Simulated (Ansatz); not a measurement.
**How much do the gradients of AlN depend on the method?**

Cell: a COD entry, whose atoms a relaxation with PBE at fixed cell left in place.

```cif
data_structure
_symmetry_space_group_name_H-M 'P 1'
_symmetry_Int_Tables_number 1
_cell_length_a 3.1100
_cell_length_b 3.1100
_cell_length_c 4.9800
_cell_angle_alpha 90.000
_cell_angle_beta 90.000
_cell_angle_gamma 120.000
_cell_volume 41.71
loop_
_atom_site_label
_atom_site_type_symbol
_atom_site_fract_x
_atom_site_fract_y
_atom_site_fract_z
_atom_site_occupancy
Al1 Al 0.66667 0.33333 0.00000 1
Al2 Al 0.33333 0.66667 0.50000 1
N3 N 0.66667 0.33333 0.38200 1
N4 N 0.33333 0.66667 0.88200 1
```

Atom numbers follow the list; atoms alike are taken as one site, whose name carries the number of the first.

First run. All values are calculated (Ansatz; DFT, PBE, plane waves and PAW, scalar-relativistic, 420 eV cutoff, Γ-centred 11×11×6 k-points, Fermi–Dirac smearing 0.02 eV), not measured.

```csv
site,atom,V_zz (10²¹ V/m²),η
Al,1,0.51,0.00
```

Second run. The same atoms and settings, except that the functional is r2SCAN and the cutoff is 500 eV.

Task: What does the second run give?

Result: 

```json
{"site": "Al", "atom": "1", "V_zz": "0.51", "η": "0.00", "change of V_zz": "0.00"}
```

No V_zz moves by more than 0.01. In per cent, |V_zz| changes by +1 on Al (all sites that start above 0.5). Sites with |V_zz| of 0.02 or less aren't listed.

For the second run: With these PAW files V_zz is typically within 2 to 3 % of all-electron values, but misses above 10 % occur on Al.
